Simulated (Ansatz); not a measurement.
# Pressure against volume: Mg

```cif
data_structure
_symmetry_space_group_name_H-M 'P 1'
_symmetry_Int_Tables_number 1
_cell_length_a 3.1978
_cell_length_b 3.1978
_cell_length_c 3.1978
_cell_angle_alpha 60.000
_cell_angle_beta 60.000
_cell_angle_gamma 60.000
_cell_volume 23.12
loop_
_atom_site_label
_atom_site_type_symbol
_atom_site_fract_x
_atom_site_fract_y
_atom_site_fract_z
_atom_site_occupancy
Mg1 Mg 0.00000 0.00000 0.00000 1
```

The runs use the primitive cell with vectors (0.000, 2.261, 2.261), (2.261, 0.000, 2.261), (2.261, 2.261, 0.000) Å, to which the k mesh refers.

The cell was built from the fcc type and relaxed in the same program, and has space group Fm-3m; it needn't be a known or the stable phase.

Methods: DFT, PBE, all-electron LAPW, scalar-relativistic (Ansatz 0.2.0); DFT, PBE, PAW with Ansatz's default frozen-core files, scalar-relativistic (Ansatz 0.2.0).

For LAPW: a Γ-centred 13×13×13 k mesh, Fermi–Dirac smearing of 0.08 eV, basis error target 0.25 meV/atom, no spin polarisation. PAW takes a cutoff of 420 eV at this cell. The Ansatz runs share mesh, smearing and spin set-up. Plane-wave (PAW) pressures include the program's estimate of the Pulay term.

The cell above is scaled evenly, with fractional coordinates and shape held.

(1) Estimate the equilibrium volume and bulk modulus that full-potential LAPW gives for this fixed shape.

Answers

(1) V0 = 23.12 Å³/atom, B0 = 35 GPa, B0′ = 4.0, from a third-order Birch–Murnaghan fit to these pressures:
```csv
V/V(cell),V (Å³/atom),"P, LAPW (GPa)","P, PAW (GPa)"
0.9405,21.747,2.45,2.47
0.9800,22.661,0.74,0.77
1.0000,23.123,0.00,0.02
1.0200,23.586,-0.67,-0.65
1.0600,24.510,-1.83,-1.81
```
